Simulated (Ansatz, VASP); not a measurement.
This is a calculation of GaSb for VASP 6.6.1.

File INCAR:

```
SYSTEM = GaSb
ALGO     = Normal         ! electronic algorithm
EDIFF    = 1E-6           ! SCF threshold, eV
ENCUT    = 520            ! plane-wave cutoff, eV
GGA      = PE             ! functional
ISIF     = 2              ! what is computed and relaxed
ISMEAR   = 0              ! smearing method
LASPH    = .TRUE.         ! aspherical terms in the spheres
LCHARG   = .TRUE.         ! write CHGCAR
LELF     = .TRUE.         ! ELF
LREAL    = .FALSE.        ! projectors in reciprocal space
LVHAR    = .TRUE.       
LWAVE    = .FALSE.        ! write WAVECAR
NBANDS   = 16             ! bands
NELM     = 100            ! most SCF steps
PREC     = Accurate       ! precision mode
SIGMA    = 0.024          ! smearing width, eV
```

Contents of KPOINTS:

```
k-points
0
G
  8 8 8
  0 0 0
```

The input POSCAR:

```
GaSb
1.0
    0.0000000000      3.0590000000      3.0590000000
    3.0590000000      0.0000000000      3.0590000000
    3.0590000000      3.0590000000      0.0000000000
Sb Ga
1 1
Direct
    0.7500000000      0.7500000000      0.7500000000
    0.0000000000      0.0000000000      0.0000000000
```

Potentials or basis: VASP PAW PBE potentials, release 64 (Sb, Ga_d).

Launch:

```sh
$ cat potpaw_PBE.64/Sb/POTCAR potpaw_PBE.64/Ga_d/POTCAR > POTCAR
$ mpirun -np 1 vasp_std > vasp.out
```

Task: Set up the same calculation for Ansatz 0.2.0. Potentials there: Ansatz PAW.

Result: As run (the cutoff follows the program's own potentials):

input.yaml

```yaml
crystal:
  lattice:
    - [0.0, 3.059, 3.059]
    - [3.059, 0.0, 3.059]
    - [3.059, 3.059, 0.0]
  atoms:
    - { symbol: Sb, position: [0.75, 0.75, 0.75] }
    - { symbol: Ga, position: [0.0, 0.0, 0.0] }
hamiltonian:
  xc: pbe
  pseudopotentials: { kind: paw }
kpoints:
  mp_grid: { grid: [8, 8, 8] }
scf:
  occupations: { method: gaussian, width: 0.024 }
output:
  forces: true
  stress: true
  eigenvalues: true
```

Potentials or basis: Ansatz PAW.

The run is started by

```bash
$ ansatz run input.yaml --threads 2 --pin off --max-ram 5632MiB --backend cpu --events-out ev --progress --plain --runs-dir out
```

Both were run:

|  | VASP | Ansatz | Ansatz less VASP |
| --- | --- | --- | --- |
| gap on the k mesh at the Fermi level (eV) | 0.04 | 0.03 | -0.002 |
| least direct gap on the mesh (eV) | 0.04 | 0.03 | -0.002 |
| pressure (GPa) | 2.4 | 2.3 | -0.07 |

The two sets of potentials don't hold the same shells in valence.

Caveats: spin-orbit coupling is left out, which moves the levels of the heavy elements.
